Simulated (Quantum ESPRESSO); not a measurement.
Here is a Quantum ESPRESSO 7.5 calculation.

Contents of pw.in:

```
&CONTROL
  calculation = 'scf'
  prefix = 'pwscf'
  outdir = './tmp'
  pseudo_dir = './pseudo'
  tprnfor = .true.
  tstress = .true.
  disk_io = 'low'
/
&SYSTEM
  ibrav = 0
  nat = 2
  ntyp = 1
  ecutwfc = 78
  nbnd = 21
  occupations = 'smearing'
  smearing = 'fd'
  degauss = 0.00367493
/
&ELECTRONS
  conv_thr = 4d-10
  electron_maxstep = 120
  mixing_beta = 0.5
/
ATOMIC_SPECIES
Ge    72.6300 Ge.upf
CELL_PARAMETERS angstrom
  -2.5744897190    2.5744897190    1.3974126432
   2.5744897190   -2.5744897190    1.3974126432
   2.5744897190    2.5744897190   -1.3974126432
ATOMIC_POSITIONS angstrom
Ge     0.0000000000    0.0000000000    1.3974126432
Ge     2.5744897190    0.0000000000    0.6987063216
K_POINTS automatic
11 11 11 0 0 0
```

File bands.in:

```
&CONTROL
  calculation = 'bands'
  prefix = 'pwscf'
  outdir = './tmp'
  pseudo_dir = './pseudo'
  disk_io = 'low'
  verbosity = 'high'
/
&SYSTEM
  ibrav = 0
  nat = 2
  ntyp = 1
  ecutwfc = 78
  nbnd = 21
  occupations = 'smearing'
  smearing = 'fd'
  degauss = 0.00367493
/
&ELECTRONS
  conv_thr = 1d-08
  electron_maxstep = 120
  mixing_beta = 0.5
  diago_full_acc = .true.
/
ATOMIC_SPECIES
Ge    72.6300 Ge.upf
CELL_PARAMETERS angstrom
  -2.5744897190    2.5744897190    1.3974126432
   2.5744897190   -2.5744897190    1.3974126432
   2.5744897190    2.5744897190   -1.3974126432
ATOMIC_POSITIONS angstrom
Ge     0.0000000000    0.0000000000    1.3974126432
Ge     2.5744897190    0.0000000000    0.6987063216
K_POINTS crystal
60
 0.0000000000  0.0000000000  0.0000000000 1
 0.0000000000  0.0000000000  0.1000000000 1
 0.0000000000  0.0000000000  0.2000000000 1
 0.0000000000  0.0000000000  0.3000000000 1
 0.0000000000  0.0000000000  0.4000000000 1
 0.0000000000  0.0000000000  0.5000000000 1
-0.1000000000  0.1000000000  0.5000000000 1
-0.2000000000  0.2000000000  0.5000000000 1
-0.3000000000  0.3000000000  0.5000000000 1
-0.4000000000  0.4000000000  0.5000000000 1
-0.5000000000  0.5000000000  0.5000000000 1
-0.4375000000  0.4375000000  0.4375000000 1
-0.3750000000  0.3750000000  0.3750000000 1
-0.3125000000  0.3125000000  0.3125000000 1
-0.2500000000  0.2500000000  0.2500000000 1
-0.1875000000  0.1875000000  0.1875000000 1
-0.1250000000  0.1250000000  0.1250000000 1
-0.0625000000  0.0625000000  0.0625000000 1
 0.0000000000  0.0000000000  0.0000000000 1
 0.0323655812  0.0323655812 -0.0323655812 1
 0.0647311624  0.0647311624 -0.0647311624 1
 0.0970967436  0.0970967436 -0.0970967436 1
 0.1294623248  0.1294623248 -0.1294623248 1
 0.1618279060  0.1618279060 -0.1618279060 1
 0.1941934872  0.1941934872 -0.1941934872 1
 0.2265590684  0.2265590684 -0.2265590684 1
 0.2589246496  0.2589246496 -0.2589246496 1
 0.2912902308  0.2912902308 -0.2912902308 1
 0.3236558120  0.3236558120 -0.3236558120 1
 0.3113798433  0.3113798433 -0.2280465100 1
 0.2991038746  0.2991038746 -0.1324372080 1
 0.2868279060  0.2868279060 -0.0368279060 1
 0.2745519373  0.2745519373  0.0587813960 1
 0.2622759687  0.2622759687  0.1543906980 1
 0.2500000000  0.2500000000  0.2500000000 1
 0.1875000000  0.3125000000  0.1875000000 1
 0.1250000000  0.3750000000  0.1250000000 1
 0.0625000000  0.4375000000  0.0625000000 1
 0.0000000000  0.5000000000  0.0000000000 1
-0.0647311624  0.5352688376  0.0647311624 1
-0.1294623248  0.5705376752  0.1294623248 1
-0.1941934872  0.6058065128  0.1941934872 1
-0.2589246496  0.6410753504  0.2589246496 1
-0.3236558120  0.6763441880  0.3236558120 1
-0.3530465100  0.6469534900  0.3530465100 1
-0.3824372080  0.6175627920  0.3824372080 1
-0.4118279060  0.5881720940  0.4118279060 1
-0.4412186040  0.5587813960  0.4412186040 1
-0.4706093020  0.5293906980  0.4706093020 1
-0.5000000000  0.5000000000  0.5000000000 1
 0.0000000000  0.0000000000  0.5000000000 1
 0.0277777778  0.0277777778  0.4722222222 1
 0.0555555556  0.0555555556  0.4444444444 1
 0.0833333333  0.0833333333  0.4166666667 1
 0.1111111111  0.1111111111  0.3888888889 1
 0.1388888889  0.1388888889  0.3611111111 1
 0.1666666667  0.1666666667  0.3333333333 1
 0.1944444444  0.1944444444  0.3055555556 1
 0.2222222222  0.2222222222  0.2777777778 1
 0.2500000000  0.2500000000  0.2500000000 1
```

Potentials or basis: PseudoDojo 0.4.1 SR PBE standard.

Launch:

```sh
$ OMP_NUM_THREADS=1 pw.x -in pw.in > pw.out
$ OMP_NUM_THREADS=1 pw.x -in bands.in > bands.out
```

(1) Predict the band gap on the k mesh.

(2) Estimate the pressure.

Results:

(1) none (metal or under the smearing width).

(2) 3.2 GPa.
